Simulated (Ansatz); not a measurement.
TiO2:

```
Ti O
1.0
     4.59984    0.00000    0.00000
     0.00000    4.59984    0.00000
     0.00000    0.00000    2.95921
Ti O
2 4
Direct
  0.00000 0.00000 0.50000
  0.50000 0.50000 0.00000
  0.30432 0.30432 0.50000
  0.19568 0.80432 0.00000
  0.80432 0.19568 0.00000
  0.69568 0.69568 0.50000
```

The cell is a database's computed one.

```yaml
Program: Ansatz 0.2.0
Task: relaxation of cell and atoms
Functional: PBE
Potentials_or_basis: Ansatz PAW earlier set
Cutoff: "930 eV (not typed: the program's choice for these potentials)"
k_mesh: 6 × 6 × 9
Occupations: fermi-dirac, width 0.05 eV
Spin: no spin polarisation
```

At the start: volume 10.44 Å³/atom.

Where does the relaxation end?

It ends after 6 steps and the volume is 10.65 Å³/atom (+2.1 %); space group P4_2/mnm (No. 136, to 0.05 Å).

Step by step:
| step | energy change (eV) | largest force (eV/Å) | volume (Å³) |
| --- | --- | --- | --- |
| 1 | 0.0000 | 0.0044 | 62.61 |
| 2 | -0.0150 | 0.0698 | 63.45 |
| 3 | -0.0173 | 0.0407 | 63.87 |
| 4 | -0.0177 | 0.0067 | 63.91 |
| 5 | -0.0177 | 0.0032 | 63.91 |
| 6 | -0.0178 | 0.0032 | 63.91 |

Final structure:
```yaml
crystal:
  lattice:
    - [4.64327, 0.00000, 0.00000]
    - [0.00000, 4.64327, 0.00000]
    - [0.00000, 0.00000, 2.96424]
  atoms:
    - { symbol: Ti, position: [0.00000, 0.00000, 0.50000] }
    - { symbol: Ti, position: [0.50000, 0.50000, 0.00000] }
    - { symbol: O, position: [0.30511, 0.30511, 0.50000] }
    - { symbol: O, position: [0.19489, 0.80511, 0.00000] }
    - { symbol: O, position: [0.80511, 0.19489, 0.00000] }
    - { symbol: O, position: [0.69489, 0.69489, 0.50000] }
```

Caveat: the plane-wave basis is chosen anew once the cell has moved, so the energies of steps on either side of that aren't comparable.
